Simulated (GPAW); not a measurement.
Runs of GPAW 26.7.0 on ZnS (Wurtzite-4H). The structure is hexagonal, space group P6_3mc (No. 186). The conventional cell has a = 3.823 Å, b = 3.823 Å, c = 12.520 Å, α = 90.00°, β = 90.00°, γ = 120.00°. Zn (site symmetry 3m) is surrounded by 4 S at 2.34 to 2.35 Å. Around Zn (site symmetry 3m) lie 4 S at 2.34 to 2.35 Å. S (site symmetry 3m) has 4 Zn at 2.34 to 2.35 Å as nearest neighbours. S (site symmetry 3m) has 4 Zn at 2.34 to 2.35 Å as nearest neighbours. 

| task | level | potentials or basis | k mesh | cutoff (eV) | smearing | maxiter | band path | band points | kernel | response ecut | mesh quality | gap on the mesh (eV) | pressure (GPa) | largest force (eV/Å) |
| --- | --- | --- | --- | --- | --- | --- | --- | --- | --- | --- | --- | --- | --- | --- |
| band structure | PBE | GPAW PAW data sets (gpaw-data 1.2.1), pw | 5 × 5 × 2 | 600 | fermi-dirac 0.05 eV | 150 | GMKGALHA,LM,KH | 60 | - | - | not flagged | 2.12 | (a) | 0.05 |
| eps q | r2SCAN | GPAW PAW data sets (gpaw-data 1.2.1), newer versions, pw | 7 × 7 × 2 | 450 | fermi-dirac 0.001 eV | 150 | - | - | RPA | 80 eV | not flagged | 2.69 | - | - |
| Wannier functions | C09-vdW | GPAW PAW data sets (gpaw-data 1.2.1), pw | 8 × 8 × 3 | 600 | fermi-dirac 0.05 eV | 150 | - | - | - | - | not flagged | 2.08 | - | 0.05 |
| band structure | PBEsol | PAW data sets generated in the run's folder for this functional, pw | 5 × 5 × 2 | 600 | fermi-dirac 0.05 eV | 150 | GMKGALHA,LM,KH | 60 | - | - | not flagged | 1.98 | -2.2 | 0.04 |
| single point | PBE | SG15 ONCV 1.2, pw | 4 × 4 × 2 | 800 | fermi-dirac 0.05 eV | 80 | - | - | - | - | coarse | 2.12 | -2.5 | - |
| single point | PBE | GPAW PAW data sets (gpaw-data 1.2.1), pw | 8 × 8 × 3 | 600 | fermi-dirac 0.05 eV | 150 | - | - | - | - | not flagged | 2.12 | (b) | 0.04 |

Alike in all rows: no spin polarisation; cell as given.

Q: Estimate the missing entries.

A: (a) 1.4; (b) 1.3.

Caveats: some runs use coarse meshes; an odd mesh through Γ misses points on the zone boundary, where band edges often lie (some runs); the PAW data sets were made with another functional, which shifts forces and pressure a little (some runs); response on these states lacks terms of the Hamiltonian (some runs); the forces don't sum to zero, a sign of grid noise (some runs).

Not every run made on this cell is shown here.
